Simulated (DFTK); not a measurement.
GaN:

```
Ga N
1.0
     3.18000    0.00000    0.00000
    -1.59000    2.75396    0.00000
     0.00000    0.00000    5.16600
Ga N
2 2
Direct
  0.66667 0.33333 0.50000
  0.33333 0.66667 0.00000
  0.66667 0.33333 0.87500
  0.33333 0.66667 0.37500
```

Base run:

```yaml
Program: DFTK 0.8.2
Functional: PBE
Potentials_or_basis: SG15 1.2 (PBE)
Cutoff: 1225 eV
k_mesh: 9 × 9 × 4
Occupations: fermi-dirac, width 0.05 eV
Spin: no spin polarisation
```

Its results: band gap on the k mesh 2.03 eV, direct; pressure 7.6 GPa; largest force 0.138 eV/Å.

Q: The run is repeated on the same cell with these changes: functional from PBE to PBEsol. What comes out?

A: Band gap on the k mesh 1.90 eV, direct; pressure 2.2 GPa; largest force 0.133 eV/Å.

PBEsol binds more tightly than PBE, so the same cell stands under less pressure.

Caveats: the potentials were made for another functional, which shifts forces and pressure (some runs).

